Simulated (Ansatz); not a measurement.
**Dielectric response of KZnF3 (001), ZnF2 faces films**

Wanted: ε of perovskite KZnF3 (001), ZnF2 faces by finite fields on slabs, and the band edges against the vacuum where run.

Main program and level: Ansatz 0.2.0; plane-wave DFT, PBEsol, Ansatz PAW.

## Step 1: Starting point

The cell holds 13 atoms: 3 Zn, 8 F and 2 K. Its edges and angles: a = 4.050 Å, b = 4.050 Å, c = 26.100 Å, α = 90.0°, β = 90.0°, γ = 90.0°. It derives from KZnF3 (perovskite KZnF3). Vacuum lies along c.

## Step 2: Relaxing the slab, 13 atoms, units 2

The structure is relaxed first, because levels and dipoles at a surface follow the positions of the outer atoms.

Input file input.yaml:

```yaml
crystal:
  lattice:
    - [4.05, 0.0, 0.0]
    - [0.0, 4.05, 0.0]
    - [0.0, 0.0, 26.1]
  atoms:
    - { symbol: Zn, position: [0.5, 0.5, 0.3448275862] }
    - { symbol: F, position: [0.0, 0.5, 0.3448275862] }
    - { symbol: F, position: [0.5, 0.0, 0.3448275862] }
    - { symbol: K, position: [0.0, 0.0, 0.4224137931] }
    - { symbol: F, position: [0.5, 0.5, 0.4224137931] }
    - { symbol: Zn, position: [0.5, 0.5, 0.5] }
    - { symbol: F, position: [0.0, 0.5, 0.5] }
    - { symbol: F, position: [0.5, 0.0, 0.5] }
    - { symbol: K, position: [0.0, 0.0, 0.5775862069] }
    - { symbol: F, position: [0.5, 0.5, 0.5775862069] }
    - { symbol: Zn, position: [0.5, 0.5, 0.6551724138] }
    - { symbol: F, position: [0.0, 0.5, 0.6551724138] }
    - { symbol: F, position: [0.5, 0.0, 0.6551724138] }
kpoints:
  mp_grid: { grid: [6, 6, 1] }
hamiltonian:
  xc: pbesol
scf:
  occupations: { method: fixed }
  convergence: { dr2_threshold: 1.0e-09 }
efield:
  axis: 3
  dipole_correction: true
  ramp_position: 0.97
  ramp_width: 0.06
relax:
  f_tol: 0.003
  max_steps: 100
output:
  eigenvalues: true
  write_potential: true
  write_density: true
  volumetric_format: npy
```

Run with:

```console
ansatz run input.yaml --threads 4 --pin off --max-ram 8192MiB --backend cpu --events-out ev --progress --plain --runs-dir out
```

Numbers of over 12 decimals in the logs are rounded to 6 here.

What it wrote:

```text
Engine: ansatz 0.2.0, aarch64-unknown-linux-gnu
Pseudopotentials: kind: paw
Pseudopotential: Zn, paw, valence charge 12, recommended cutoff 420 eV (normal), Zn.paw.azcp
Pseudopotential: F, paw, valence charge 7, recommended cutoff 420 eV (normal), F.paw.azcp
Pseudopotential: K, paw, valence charge 9, recommended cutoff 420 eV (normal), K.paw.azcp
Functional definition: PBEsol
  exchange = pbesol_x
  correlation = pbesol_c
Crystal: 13 atoms, lattice volume = 428.105 Å³
Basis set: ecut = 420 eV, 8407 PW (Γ), exchange–correlation on 60×60×360 points (8 copies of the dense FFT grid, shifted against one another)
Bands: 68, of which v1, the nominal top of the filled ones, is band 55 counted from 1 (54 counted from 0)
Symmetry: 8 space group operations
k-points: 10 of 36
Non-local potential: Zn, projectors of the file, l = 0: 2, l = 1: 2, l = 2: 3, l = 3: 1
Non-local potential: F, projectors of the file, l = 0: 2, l = 1: 2, l = 2: 1
Non-local potential: K, projectors of the file, l = 0: 3, l = 1: 2, l = 2: 2
PAW form: soft (Blöchl's): semilocal exchange-correlation on the pseudo side does not see the compensation charge
PAW frozen core: Zn, regenerated for the run's functional, and the local potential with it (the file was generated under x = pbe(κ = 0.804, μ = 0.219515), c = pbe(β = 0.066725))
PAW frozen core: F, regenerated for the run's functional, and the local potential with it (the file was generated under x = pbe(κ = 0.804, μ = 0.219515), c = pbe(β = 0.066725))
PAW frozen core: K, regenerated for the run's functional, and the local potential with it (the file was generated under x = pbe(κ = 0.804, μ = 0.219515), c = pbe(β = 0.066725))
PAW one-centre angular grid: Zn, 590 points (default); XC on 64 Gauss nodes
PAW one-centre angular grid: F, 110 points (default); XC on 64 Gauss nodes
PAW one-centre angular grid: K, 110 points (default); XC on 64 Gauss nodes
Initial density: superposition of atomic densities (neutral atoms: chi_scale 0, normalization atom), corrected by the library's trained network
Initial wavefunctions: pseudopotential atomic-orbital guess
Functional: x = pbesol(κ = 0.804, μ = 0.123457), c = pbesol(β = 0.046)
SCF iter   1: F=—  HF=-19287.306222 eV  |F-HF|=—  |Δ(HF+E_count)|=         —  Δρ=8.90e-3  dr2=2.14e-1  ethr=1.77e-3  p=-0.000 e·Å  D=-4.21e-14 V/Å  ΔV_dip=0.00 eV  dr2_dipole=6.84e-10  V_vac-E_F(+/−)=6.07/6.07 eV  ⟨swp⟩=5.2  Hψ=2403  notcnv=0  defer=106
efield: sawtooth ramp at fractional position 0.9700 (set: `efield.ramp_position`, or a place that a band, a saddle search or an elastic batch's reference lends), width 0.0600; the density the first Hamiltonian is built on has a dipole p = -0.000 e·Å; the dipole correction subtracts the counter field D = -4.21e-14 V/Å, which shifts the + side's vacuum level by +0.00 eV against the − side's; the planar-averaged density in the ramp window peaks in size at 3.3e-6 e/Å³
preconditioner: auto → Resta (q_TF=auto, 2.175 Å⁻¹)  ε∞=2.5  [insulator: Δε(μ)=2.803 eV  Ē_g=15.392 eV  n_scr=70 (ndim 8)  ℏωp=18.8 eV  f_vac=0.587  ε∞_Penn≈2.5  vacuum switching on, ρ_ref=1.7e-2 e/Å³]
SCF iter   2: F=—  HF=-19287.247943 eV  |F-HF|=—  |Δ(HF+E_count)|=   5.83e-2  Δρ=2.25e-3  dr2=1.01e-2  ethr=1.95e-4  p=0.000 e·Å  D=4.59e-6 V/Å  ΔV_dip=-0.00 eV  dr2_dipole=1.92e-10  V_vac-E_F(+/−)=6.42/6.42 eV  ⟨swp⟩=2.1  Hψ=1329  notcnv=0  defer=110
density mixer auto → msr1: gapped (density of states about μ 0.00 of a free-electron gas's, 70 screened modes)
SCF iter   3: F=—  HF=-19287.245518 eV  |F-HF|=—  |Δ(HF+E_count)|=   2.43e-3  Δρ=5.76e-4  dr2=1.19e-3  ethr=9.19e-6  p=0.000 e·Å  D=2.65e-6 V/Å  ΔV_dip=-0.00 eV  dr2_dipole=5.75e-11  V_vac-E_F(+/−)=6.41/6.41 eV  ⟨swp⟩=2.0  Hψ=1142  notcnv=0  defer=110
SCF iter   4: F=—  HF=-19287.245764 eV  |F-HF|=—  |Δ(HF+E_count)|=   2.47e-4  Δρ=2.79e-4  dr2=1.83e-4  ethr=1.08e-6  p=-0.000 e·Å  D=-3.30e-7 V/Å  ΔV_dip=0.00 eV  dr2_dipole=6.04e-13  V_vac-E_F(+/−)=6.45/6.45 eV  ⟨swp⟩=2.0  Hψ=1184  notcnv=0  defer=110
SCF iter   5: F=—  HF=-19287.245755 eV  |F-HF|=—  |Δ(HF+E_count)|=   9.14e-6  Δρ=6.58e-5  dr2=9.38e-6  ethr=1.67e-7  p=-0.000 e·Å  D=-3.63e-7 V/Å  ΔV_dip=0.00 eV  dr2_dipole=1.08e-12  V_vac-E_F(+/−)=6.46/6.46 eV  ⟨swp⟩=2.0  Hψ=1021  notcnv=0  defer=110
SCF iter   6: F=—  HF=-19287.245991 eV  |F-HF|=—  |Δ(HF+E_count)|=   2.36e-4  Δρ=2.10e-5  dr2=1.32e-6  ethr=8.53e-9  p=-0.000 e·Å  D=-4.36e-8 V/Å  ΔV_dip=0.00 eV  dr2_dipole=1.26e-14  V_vac-E_F(+/−)=6.46/6.46 eV  ⟨swp⟩=2.0  Hψ=1130  notcnv=0  defer=101
SCF iter   7: F=—  HF=-19287.245992 eV  |F-HF|=—  |Δ(HF+E_count)|=   8.11e-7  Δρ=9.81e-6  dr2=2.58e-7  ethr=1.20e-9  p=0.000 e·Å  D=4.12e-9 V/Å  ΔV_dip=-0.00 eV  dr2_dipole=7.88e-16  V_vac-E_F(+/−)=6.46/6.46 eV  ⟨swp⟩=2.0  Hψ=1095  notcnv=0  defer=101
SCF iter   8: F=—  HF=-19287.245992 eV  |F-HF|=—  |Δ(HF+E_count)|=   8.97e-8  Δρ=3.09e-6  dr2=2.51e-8  ethr=2.34e-10  p=0.000 e·Å  D=5.00e-9 V/Å  ΔV_dip=-0.00 eV  dr2_dipole=5.10e-15  V_vac-E_F(+/−)=6.46/6.46 eV  ⟨swp⟩=2.0  Hψ=1144  notcnv=0  defer=101
SCF iter   9: F=—  HF=-19287.245992 eV  |F-HF|=—  |Δ(HF+E_count)|=   1.24e-9  Δρ=9.85e-7  dr2=2.88e-9  ethr=2.28e-11  p=-0.000 e·Å  D=-1.35e-8 V/Å  ΔV_dip=0.00 eV  dr2_dipole=1.57e-15  V_vac-E_F(+/−)=6.46/6.46 eV  ⟨swp⟩=2.0  Hψ=1117  notcnv=0  defer=101
SCF iter  10: F=-19287.245992 eV  HF=-19287.245992 eV  |F-HF|=3.13e-10  |Δ(HF+E_count)|=  2.07e-10  Δρ=3.63e-7  dr2=4.00e-10  ethr=1.00e-12  p=-0.000 e·Å  D=-5.68e-9 V/Å  ΔV_dip=0.00 eV  dr2_dipole=2.19e-16  V_vac-E_F(+/−)=6.46/6.46 eV  ⟨swp⟩=20.5  Hψ=5569  notcnv=0
SCF 1 converged in 10 iterations: F = -19287.245992 eV  dr2 = 4.00e-10
  greatest PAW one-centre occupation: 0.994 electrons in one spin orbital (limit 2), on the Zn atom at site 5 (counted from 0), in its partial waves of l = 2
relax step   1: F+E_penalty+E_count = -19287.24599193 eV  Δ(F+E_penalty+E_count) = +0.000e0 eV  max|allowed force component| = 5.526e-1 eV/Å  Δτ_max = 0.0000 Å  (10 SCF iters, accepted)
Initial density: handed on by an earlier stage of this run
Initial wavefunctions: those handed on with the density
iter 1 solved again at ethr=1.80e-5 eV; its pass at ethr=3.10e-3 eV (dr2=1.98e-2 eV) is discarded
SCF iter   1: F=—  HF=-19287.285914 eV  |F-HF|=—  |Δ(HF+E_count)|=         —  Δρ=2.70e-3  dr2=1.97e-2  ethr=1.80e-5  p=-0.000 e·Å  D=-5.68e-9 V/Å  ΔV_dip=0.00 eV  dr2_dipole=2.27e-15  V_vac-E_F(+/−)=6.34/6.34 eV  ⟨swp⟩=2.0  Hψ=2388  notcnv=0  defer=109
[...]
SCF iter  10: F=-19287.293491 eV  HF=-19287.293491 eV  |F-HF|=2.07e-10  |Δ(HF+E_count)|=  4.29e-10  Δρ=1.42e-7  dr2=4.39e-11  ethr=1.00e-12  p=-0.000 e·Å  D=-7.41e-10 V/Å  ΔV_dip=0.00 eV  dr2_dipole=1.25e-18  V_vac-E_F(+/−)=6.81/6.81 eV  ⟨swp⟩=16.5  Hψ=4505  notcnv=0
SCF 3 converged in 10 iterations: F = -19287.293491 eV  dr2 = 4.39e-11
relax step   3: F+E_penalty+E_count = -19287.29349061 eV  Δ(F+E_penalty+E_count) = -1.367e-2 eV  max|allowed force component| = 5.633e-2 eV/Å  Δτ_max = 0.0192 Å  (10 SCF iters, accepted)
[...]
relax step   4: F+E_penalty+E_count = -19287.29393393 eV  Δ(F+E_penalty+E_count) = -4.433e-4 eV  max|allowed force component| = 9.160e-3 eV/Å  Δτ_max = 0.0065 Å  (8 SCF iters, accepted)
SCF iter   1: F=—  HF=-19287.293736 eV  |F-HF|=—  |Δ(HF+E_count)|=         —  Δρ=1.72e-4  dr2=5.39e-5  ethr=5.15e-7  p=0.000 e·Å  D=3.83e-10 V/Å  ΔV_dip=-0.00 eV  dr2_dipole=5.31e-17  V_vac-E_F(+/−)=6.84/6.84 eV  ⟨swp⟩=2.2  Hψ=1407  notcnv=0  defer=110
efield: sawtooth ramp at fractional position 0.9700 (set: `efield.ramp_position`, or a place that a band, a saddle search or an elastic batch's reference lends), width 0.0600; the density the first Hamiltonian is built on has a dipole p = 0.000 e·Å; the dipole correction subtracts the counter field D = 3.83e-10 V/Å, which shifts the + side's vacuum level by -0.00 eV against the − side's; the planar-averaged density in the ramp window peaks in size at 2.4e-6 e/Å³
preconditioner: auto → Resta (q_TF=auto, 2.175 Å⁻¹)  ε∞=2.5  [insulator: Δε(μ)=3.200 eV  Ē_g=15.620 eV  n_scr=70 (ndim 8)  ℏωp=18.8 eV  f_vac=0.586  ε∞_Penn≈2.5  vacuum switching on, ρ_ref=1.8e-2 e/Å³]
SCF iter   2: F=—  HF=-19287.293738 eV  |F-HF|=—  |Δ(HF+E_count)|=   2.54e-6  Δρ=8.19e-5  dr2=1.07e-5  ethr=4.90e-8  p=0.000 e·Å  D=1.78e-9 V/Å  ΔV_dip=-0.00 eV  dr2_dipole=3.12e-16  V_vac-E_F(+/−)=6.84/6.84 eV  ⟨swp⟩=2.0  Hψ=1027  notcnv=0  defer=82  κ⁻¹=1.0e0(r=1)
density mixer auto → broyden: gapped, where msr1 would fit the directions that read negative (density of states about μ 0.00 of a free-electron gas's, 70 screened modes)
SCF iter   3: F=—  HF=-19287.293729 eV  |F-HF|=—  |Δ(HF+E_count)|=   8.88e-6  Δρ=1.79e-5  dr2=7.72e-7  ethr=9.70e-9  p=-0.000 e·Å  D=-3.37e-9 V/Å  ΔV_dip=0.00 eV  dr2_dipole=5.33e-15  V_vac-E_F(+/−)=6.83/6.83 eV  ⟨swp⟩=2.0  Hψ=988  notcnv=0  defer=68  κ⁻¹=8.0e-2(r=2)
SCF iter   4: F=—  HF=-19287.293965 eV  |F-HF|=—  |Δ(HF+E_count)|=   2.35e-4  Δρ=7.74e-6  dr2=1.96e-7  ethr=7.02e-10  p=0.000 e·Å  D=1.06e-8 V/Å  ΔV_dip=-0.00 eV  dr2_dipole=9.42e-18  V_vac-E_F(+/−)=6.83/6.83 eV  ⟨swp⟩=2.0  Hψ=991  notcnv=0  defer=63  κ⁻¹=9.1e-3(r=3)
SCF iter   5: F=—  HF=-19287.293965 eV  |F-HF|=—  |Δ(HF+E_count)|=   3.33e-8  Δρ=1.57e-6  dr2=4.20e-9  ethr=1.78e-10  p=0.000 e·Å  D=1.48e-8 V/Å  ΔV_dip=-0.00 eV  dr2_dipole=5.68e-15  V_vac-E_F(+/−)=6.83/6.83 eV  ⟨swp⟩=2.1  Hψ=992  notcnv=0  defer=63  κ⁻¹=6.5e-4(r=4)
SCF iter   6: F=—  HF=-19287.293965 eV  |F-HF|=—  |Δ(HF+E_count)|=   2.03e-9  Δρ=9.44e-7  dr2=1.09e-9  ethr=1.00e-12  p=0.000 e·Å  D=2.84e-9 V/Å  ΔV_dip=-0.00 eV  dr2_dipole=2.75e-17  V_vac-E_F(+/−)=6.83/6.83 eV  ⟨swp⟩=12.0  Hψ=4469  notcnv=0  κ⁻¹=2.6e-5(r=5)
SCF iter   7: F=-19287.293965 eV  HF=-19287.293965 eV  |F-HF|=3.27e-11  |Δ(HF+E_count)|=   2.43e-9  Δρ=1.26e-7  dr2=5.88e-11  ethr=1.00e-12  p=-0.000 e·Å  D=-8.26e-10 V/Å  ΔV_dip=0.00 eV  dr2_dipole=9.25e-19  V_vac-E_F(+/−)=6.83/6.83 eV  ⟨swp⟩=8.0  Hψ=3873  notcnv=0
SCF 5 converged in 7 iterations: F = -19287.293965 eV  dr2 = 5.88e-11
relax step   5: F+E_penalty+E_count = -19287.29396456 eV  Δ(F+E_penalty+E_count) = -3.063e-5 eV  max|allowed force component| = 6.590e-4 eV/Å  Δτ_max = 0.0023 Å  (7 SCF iters, accepted)
WARN: The output density's exchange-correlation potential varies sharply where the density is thin. Do not read a vacuum level from v_tot or v_xc, or from such a field of the output density. On a cell that repeats whose density bears no net charge and no dipole along the vacuum's axis use v_es (v_loc + v_h of the components); under efield.dipole_correction with no amplitude use v_es + v_field, which holds any externa [...]
SCF converged after 7 iterations
Stability not checked: this state was not tested for a lower state beside it, because the mixer in use, unlike msr1, does not test its closes by its own steps (another_mixer; see scf.mixing.algorithm and scf.lower_state_search)
Free energy (F): -19287.293965 eV
Harris-Foulkes:  -19287.293965 eV  (|F-HF|=3.27e-11)
Internal energy: -19287.293965 eV  (E = F + TS)
E sigma→0 (E₀):  -19287.293965 eV
Fermi energy:    -2.569798 eV
Dipole field:    D = 0.000000 V/Å  (p = 0.000000 e·Å, saw-weighted, corrected)
Work function:   Φ+ = 6.8345 eV   Φ− = 6.8345 eV
Levels:          The Fermi level and band energies are counted from a zero that moves with the ramp; work functions are not
--- Per-component energies (eV) ---
  E_band       = -1092.450258
  E_kinetic    = 2545.344682
  E_local      = -115372.240428  (includes V_loc(G=0)·N_el)
  E_nonlocal   = 2492.851457
  E_hartree    = 56173.123334
  E_xc         = -1295.638822
  E_vxc        = -1286.957499  (∫ρ·V_xc dr)
  E_paw        = -8471.369289  (= ΣΔE_a)
  E_vpaw       = -1817.711061  (= ΣTr[D̂ρ^β])
  E_aug_tail   = 0.015197  (compensation charges beyond the density's cutoff)
  E_efield     = 0.000000  (sawtooth field / dipole correction)
  E_vefield    = -0.000000  (∫n·V_field dr)
  E_ewald      = 44637.672528
  E_core_change = 2.947376  (= ΣΔE_core)
  E_smearing   = -0.000000  (= −TS)
  E_closure    = 0.000000  (closes the sum)
  Σ components = -19287.293965   (vs F -19287.293965, Δ=0.00e0)
--- Forces (eV/Å), atoms counted from 1 ---
  atom   1  Zn    -0.00000000    -0.00000000    -0.00065896
  atom   2  F     -0.00000000     0.00000000     0.00053379
  atom   3  F      0.00000000     0.00000000     0.00053379
  atom   4  K     -0.00000000     0.00000000    -0.00059875
  atom   5  F      0.00000000    -0.00000000     0.00014308
  atom   6  Zn     0.00000000    -0.00000000     0.00000002
  atom   7  F     -0.00000000    -0.00000000    -0.00000001
  atom   8  F     -0.00000000    -0.00000000    -0.00000001
  atom   9  K      0.00000000    -0.00000000     0.00059877
  atom  10  F     -0.00000000    -0.00000000    -0.00014310
  atom  11  Zn     0.00000000    -0.00000000     0.00065898
  atom  12  F      0.00000000    -0.00000000    -0.00053380
  atom  13  F     -0.00000000    -0.00000000    -0.00053380
  max |Σ_I F_I| component: 4.83e-9 eV/Å
--- Band table (eV; the first three rows and the last of 10) ---
  k-point 0: bands = [... 51 lower, -4.2280, -4.2280, -4.2254, -4.2254, 0.6275, 0.9130, 2.4943, 4.1949, ... 9 higher]
  k-point 1: bands = [... 51 lower, -4.2035, -4.1994, -4.0824, -3.8155, 1.1432, 1.3475, 2.8178, 4.4511, ... 9 higher]
  k-point 2: bands = [... 51 lower, -4.1522, -4.1456, -3.9627, -3.2537, 2.3159, 2.3996, 3.7004, 5.1962, ... 9 higher]
  k-point 9: bands = [... 51 lower, -3.2645, -2.7329, -2.7328, -2.5698, 4.6040, 4.6044, 5.3653, 5.4936, ... 9 higher]
--- Relaxed structure (5 steps of the walk, 5 accepted, 0 SCFs on fresh bases) ---
  F+E_penalty+E_count = -19287.29396456 eV   max|allowed force component| = 6.590e-4 eV/Å
  atoms:
    - { symbol: Zn, position: [0.5, 0.5, 0.346207] }
    - { symbol: F, position: [-2.4408553954954498e-18, 0.5, 0.342878] }
    - { symbol: F, position: [0.5, 0, 0.342878] }
    - { symbol: K, position: [-3.2324202209410725e-18, 0, 0.419832] }
    - { symbol: F, position: [0.5, 0.5, 0.422368] }
    - { symbol: Zn, position: [0.5, 0.5, 0.500000] }
    - { symbol: F, position: [0, 0.5, 0.500000] }
    - { symbol: F, position: [0.5, 0, 0.500000] }
    - { symbol: K, position: [3.2324202159432307e-18, 0, 0.580168] }
    - { symbol: F, position: [0.5, 0.5, 0.577632] }
    - { symbol: Zn, position: [0.5, 0.5, 0.653793] }
    - { symbol: F, position: [2.440855360359247e-18, 0.5, 0.657122] }
    - { symbol: F, position: [0.5, 0, 0.657122] }
```

Elapsed: 46 s, on 4 threads of Arm Neoverse V1, shared host; peak memory 0.97 GiB.

Step by step:

| step | energy less that of the first step (eV) | largest force component (eV/Å) |
| --- | --- | --- |
| 1 | 0.0000 | 0.5526 |
| 2 | -0.0338 | 0.3516 |
| 3 | -0.0475 | 0.0563 |
| 4 | -0.0479 | 0.0092 |
| 5 | -0.0480 | 0.0007 |

Forces are held to the 8 operations that the run works with; a distortion that breaks them can't arise in this run.

The atoms that moved most (Å):

```csv
atom,dx,dy,dz,length
K4,0.000,0.000,-0.067,0.067
K9,0.000,0.000,0.067,0.067
F3,0.000,0.000,-0.051,0.051
F2,0.000,0.000,-0.051,0.051
F12,0.000,0.000,0.051,0.051
F13,0.000,0.000,0.051,0.051
Zn1,0.000,0.000,0.036,0.036
Zn11,0.000,0.000,-0.036,0.036
```

This step gave:

| Property | Result |
| --- | --- |
| gap on the k-mesh | 3.197 eV |
| dipole along the normal | 1.38e-10 e·Å |
| ionisation energy, upper face | 6.834 eV |
| electron affinity, upper face | 3.637 eV |

Running mean over 4.05 Å of the planar mean; the ramp of the sawtooth is left out. Table of electron's electrostatic potential energy less the highest filled level by z:

z (Å), electron's electrostatic potential energy less the highest filled level (eV) and a bar from the least value:
```
      3.5       6.83 ##############################
      4.0       6.83 ##############################
      4.5       6.83 ##############################
      5.0       6.83 ##############################
      5.5       6.82 ##############################
      6.0       6.76 ##############################
      6.5       6.29 ############################
      7.0       4.79 ######################
      7.5       3.40 #################
      8.0       2.83 ##############
      8.5       2.22 ############
      9.0       0.95 #######
      9.5      -0.22 ##
     10.0      -0.65 #
     10.5      -0.78 
     11.0      -0.80 
     11.5      -0.84 
     12.0      -0.80 
     12.5      -0.67 #
     13.0      -0.57 #
     13.5      -0.64 #
     14.0      -0.78 
     14.5      -0.84 
     15.0      -0.80 
     15.5      -0.78 
     16.0      -0.69 #
     16.5      -0.36 ##
     17.0       0.67 ######
     17.5       2.01 ###########
     18.0       2.75 ##############
     18.5       3.24 ################
     19.0       4.45 #####################
     19.5       6.06 ###########################
     20.0       6.73 ##############################
     20.5       6.82 ##############################
     21.0       6.83 ##############################
     21.5       6.83 ##############################
     22.0       6.83 ##############################
     22.5       6.83 ##############################
     23.0       6.83 ##############################
```

The relaxation took 5 steps and lowered the energy by 0.048 eV; the largest force on the free atoms ends at 6.6e-4 eV/Å.

The gap is 3.20 eV, with the valence edge 6.83 eV and the conduction edge 3.64 eV under the upper vacuum level.

[end of part 1 of 4]

[Logs are printed without paths, hosts, clocks, repeated set-up lines and the standing remarks that a program may print on its own settings, such as how far it seeks lower states.]

[Hosts, paths, dates, database ids (printed as entryN), source tags and the programs' standing remarks are cut or masked in the printed files.]

[Maps of the electrostatic potential energy from Ansatz leave out the sawtooth potential of an applied field or a dipole correction, so their vacuum need not be flat; planar profiles and work functions include it.]
